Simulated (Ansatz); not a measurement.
# LiNbO3: the cost of one run

Computed with Ansatz 0.2.0 (DFT PBEsol, scalar-relativistic, plane waves, PAW, unless a step's input says otherwise).

## 1. The structure to begin with

It takes space group R3c (No. 161, trigonal). The conventional cell has a = 5.151 Å, b = 5.151 Å, c = 13.865 Å, α = 90.00°, β = 90.00°, γ = 120.00°. Li (site symmetry 3) has 6 O at 2.07 to 2.24 Å as nearest neighbours. Nb (site symmetry 3) has 6 O at 1.88 to 2.12 Å as nearest neighbours. O (site symmetry 1) is surrounded by 2 Nb at 1.88 to 2.12 Å and 2 Li at 2.07 to 2.24 Å.

Coordinates:

```xyz
10
Lattice="2.5756 1.4871 4.6218 -2.5756 1.4871 4.6218 0.0000 -2.9741 4.6218" Properties=species:S:1:pos:R:3 pbc="T T T"
Li    0.0000    0.0000    4.1887
Li    0.0000    0.0000   11.1214
Nb    0.0000    0.0000    0.2662
Nb    0.0000    0.0000    7.1989
O    -0.6367   -1.4448    5.7768
O     1.5696    0.1710    5.7768
O    -0.9329    1.2738    5.7768
O    -1.6427   -0.2132    8.0877
O     0.6367    1.5293    8.0877
O     1.0060   -1.3160    8.0877
```

The structure rests on an entry of the Crystallography Open Database; cell or positions may have been set otherwise for this series.

## 2. Relaxing cell and atoms: LiNbO3, no spin

The input, input.yaml:

```yaml
crystal:
  lattice:
    - [2.5756485575, 1.487051388, 4.6218]
    - [-2.5756485575, 1.487051388, 4.6218]
    - [0.0, -2.974102776, 4.6218]
  atoms:
    - { symbol: Li, position: [0.3021, 0.3021, 0.3021] }
    - { symbol: Li, position: [0.8021, 0.8021, 0.8021] }
    - { symbol: Nb, position: [0.0192, 0.0192, 0.0192] }
    - { symbol: Nb, position: [0.5192, 0.5192, 0.5192] }
    - { symbol: O, position: [0.1311, 0.3783, 0.7405] }
    - { symbol: O, position: [0.7405, 0.1311, 0.3783] }
    - { symbol: O, position: [0.3783, 0.7405, 0.1311] }
    - { symbol: O, position: [0.2405, 0.8783, 0.6311] }
    - { symbol: O, position: [0.8783, 0.6311, 0.2405] }
    - { symbol: O, position: [0.6311, 0.2405, 0.8783] }
scf:
  occupations: { method: fixed }
output:
  forces: true
  stress: true
  eigenvalues: true
hamiltonian:
  xc: pbesol
kpoints:
  mp_grid: { grid: [4, 4, 4] }
relax:
  f_tol: 0.002
  cell: { stress_tol: 0.02 }
```

Command:

```sh
ansatz run input.yaml --threads 8 --pin off --max-ram 16384MiB --backend cpu --events-out ev --progress --plain --runs-dir out
```

What time and memory should one allow on 8 threads of Intel Xeon Platinum 8488C (Sapphire Rapids), shared host?

About 8.1 s, with a peak of 0.61 GiB.
